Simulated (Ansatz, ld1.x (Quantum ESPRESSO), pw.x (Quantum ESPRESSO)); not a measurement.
Co (Z = 27): does the PAW potential hold in the solid?

```
Element                 : Co
Generator               : ld1.x (Quantum ESPRESSO) 7.5
Type                    : PAW
Functional              : PBE
Relativity              : scalar-relativistic
Frozen core             : [Ne]
Valence charge          : 17
Reference configuration : 3s2 3p6 3d7 4s2 4p0
Partial waves           : 3s (bound): rcut 1.05, rcutus 1.10 bohr; 4s (bound): rcut 1.05, rcutus 1.10 bohr; 3p (bound): rcut 1.25, rcutus 1.30 bohr; 4p (bound, empty): rcut 1.25, rcutus 1.30 bohr; 3d (bound): rcut 1.50, rcutus 1.75 bohr; 3d channel at -0.15 Ry: rcut 1.50, rcutus 1.75 bohr
Local potential         : all-electron potential smoothed inside 1.55 bohr (lloc = -2)
Core correction         : a·sin(br)/r model core inside 0.55 bohr
Augmentation charge     : PSQ, inside the norm-conserving radii
```

Crystal test: sc Co in pw.x 7.5, no spin, 14³ k-points, Fermi–Dirac smearing 0.01 Ry, cutoffs 120/900 Ry. The reference is all-electron LAPW (Ansatz 0.2.0) with the same functional, mesh and smearing; V0 and B0 come from Birch–Murnaghan fits to the pressures at five volumes. Errors are pseudo minus all-electron; Δ is the rms difference of the E(V) curves that follow from these fits, minima aligned, over ±6 % about the mean V0. Mesh and smearing are coarse, so the numbers serve the comparison and aren't converged zero-temperature values; the lattice is a test structure that the element need not adopt. Spin polarisation and strong correlation are left out, which matters for this element.

```tsv
V (Å³/atom)	P all-electron (GPa)	P pseudo (GPa)
11.342	10.95	11.52
11.641	5.36	5.91
11.939	0.51	0.99
12.237	-3.70	-3.27
12.536	-7.35	-6.96
```

All-electron: a0 = 2.288 Å (V0 = 11.97 Å³/atom), B0 = 178.2 GPa.

Pseudopotential: mean pressure error (GPa): +0.49; a0 (Å): 2.290; a0 error (%): +0.09; B0 error (%): -0.2; Δ (meV/atom): 1.3. Atomic configuration tests: 2 of 7 tests not solved or not reliable.

Problem. At the middle volume, how do free energy and pressure move when the wave cutoff is lowered (ecutrho held at 900 Ry)?

Solution.

```json
{"cutoff (Ry)": "54", "shift of F (meV/atom)": "+305.2", "shift of P (GPa)": "-6.71"}
{"cutoff (Ry)": "72", "shift of F (meV/atom)": "+71.3", "shift of P (GPa)": "-4.10"}
{"cutoff (Ry)": "96", "shift of F (meV/atom)": "+7.1", "shift of P (GPa)": "+0.35"}
```

The run at the middle volume (120 k-points, 10 iterations) took about 43 s on one core of a shared host (Neoverse-V1, 64 threads, 495 GiB, load 24).
